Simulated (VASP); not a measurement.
A run of VASP 6.6.1 is set up as follows.

INCAR

```
ALGO = Fast
EDIFF = 1E-7
EDIFFG = -0.005
ENCUT = 600
GGA = PE
IBRION = 2
ISIF = 3
ISMEAR = -1
IVDW = 12
LASPH = True
LCHARG = False
LREAL = False
LWAVE = False
NELM = 100
NSW = 60
PREC = Accurate
SIGMA = 0.05
```

Contents of KPOINTS:

```
k-points
0
Gamma
  8 8 6
```

The input POSCAR:

```
Ta2N
1.0
    3.1128615060      0.0000000000      0.0000000000
   -1.5564307530      2.6958171426      0.0000000000
    0.0000000000      0.0000000000      4.8698410000
Ta N
2 1
Direct
    0.3333333333      0.6666666667      0.2547110000
    0.6666666667      0.3333333333      0.7452890000
    0.0000000000      0.0000000000      0.0000000000
```

Potentials or basis: VASP PAW PBE potentials, release 64 (Ta_pv, N).

Run with:

```bash
$ cat potpaw_PBE.64/Ta_pv/POTCAR potpaw_PBE.64/N/POTCAR > POTCAR
$ mpirun -np 1 vasp_std > vasp.out
```

Problem. Estimate the relaxed cell.

Solution. a = 3.078 Å, b = 3.078 Å, c = 4.850 Å, α = 90.00°, β = 90.00°, γ = 120.00°.

Problem. Predict the space group after relaxing (to 0.05 Å).

Solution. P-3m1 (No. 164).

Problem. Estimate the dispersion energy per atom.

Solution. -0.528 eV.

Final structure:
```xyz
3
Lattice="3.0778 0.0000 0.0000 -1.5389 2.6654 0.0000 0.0000 0.0000 4.8502" Properties=species:S:1:pos:R:3 pbc="T T T"
Ta    0.0000    1.7770    1.2426
Ta    1.5389    0.8885    3.6076
N    -1.5389    2.6654    0.0000
```

 The run has no spin-orbit coupling, so splittings on Ta are missing.
